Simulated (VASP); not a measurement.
## VASP inputs for BaS (zincblende)

INCAR, step 1 (PBE orbitals to start from)

```
NELM = 120
LASPH = .TRUE.
PREC = Accurate
GGA = PE
NBANDS = 15
ISMEAR = 0
SIGMA = 0.01
ENCUT = 520
LCHARG = .FALSE.
LWAVE = .TRUE.
EDIFF = 1E-5
LREAL = .FALSE.
```

INCAR, step 2

```
SIGMA = 0.01
GGA = PE
LWAVE = .FALSE.
NSW = 0
PREC = Accurate
LREAL = .FALSE.
LHFCALC = .TRUE.
HFRCUT = -1
ALGO = Normal
ENCUT = 520
ISMEAR = 0
PRECFOCK = Fast
LASPH = .TRUE.
NBANDS = 15
NELM = 120
LCHARG = .FALSE.
EDIFF = 1E-7
ISTART = 1
ISIF = 2
AEXX = 0.25
IBRION = -1
```

KPOINTS

```
KPOINTS created by Atomic Simulation Environment
0
Gamma
4 4 4
0 0 0
```

KPOINTS_OPT

```
special points
6
Reciprocal
0.0000000000 0.0000000000 0.0000000000 1
0.5000000000 0.0000000000 0.5000000000 1
0.5000000000 0.2500000000 0.7500000000 1
0.3750000000 0.3750000000 0.7500000000 1
0.5000000000 0.5000000000 0.5000000000 1
0.6250000000 0.2500000000 0.6250000000 1
```

POSCAR

```
Ba S
 1.0000000000000000
     0.0000000000000000    3.5194117709000001    3.5194117709000001
     3.5194117709000001    0.0000000000000000    3.5194117709000001
     3.5194117709000001    3.5194117709000001    0.0000000000000000
 Ba  S
   1   1
Cartesian
  0.0000000000000000  0.0000000000000000  0.0000000000000000
  1.7597058854500001  1.7597058854500001  1.7597058854500001
```

VASP ran with the recommended PBE PAW datasets (16 valence electrons in the cell).

What does this run give?

gap between bands v and c 4.34 eV; least direct gap 5.06 eV; pressure 0.2 GPa.

Band v is the last that the valence electrons fill when counted band by band, and c is the next. Levels in eV from the top of v:

```tsv
point	v−1	v	c	c+1
Γ	-0.72	-0.72	4.34	6.94
X	-0.01	-0.01	5.11	6.32
W	-0.56	0.00	5.06	6.05
K	-0.20	-0.14	5.09	6.39
L	-0.44	-0.44	6.19	7.10
```
